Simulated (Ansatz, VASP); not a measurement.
**One calculation of BN, two programs**

```
B N
1.0
     2.60136    0.00000    0.00000
    -1.30068    2.16557    0.00000
     0.00000    0.00000    6.52364
B N
2 2
Direct
  0.34088 0.68177 0.25000
  0.65912 0.31823 0.75000
  0.32366 0.64731 0.75000
  0.67634 0.35269 0.25000
```

Change from the starting cell: uniaxial_x strain +4.0%.

Alike in both runs: task single point; functional r2SCAN; k mesh 12 × 12 × 4; no spin polarisation.

|  | VASP | Ansatz |
| --- | --- | --- |
| version | VASP 6.6.1 | Ansatz 0.2.0 |
| potentials or method | VASP PAW PBE potentials, release 64 (B, N) | plane waves, PAW |
| plane-wave cutoff (eV) | 520 | 500 |
| occupations | gaussian, width 0.01 eV | fixed |
| valence electrons in the cell | 16 | 16 |

```csv
,VASP,Ansatz,Ansatz less VASP
gap on the k mesh at the Fermi level (eV),4.62,4.58,-0.036
pressure (GPa),-12.6,-12.9,-0.37
largest component of the traceless stress (GPa),20.07,20.38,+0.312
```

Caveats: the PAW data sets were made with another functional, which shifts forces and pressure a little (VASP). A k mesh can miss the band edges.
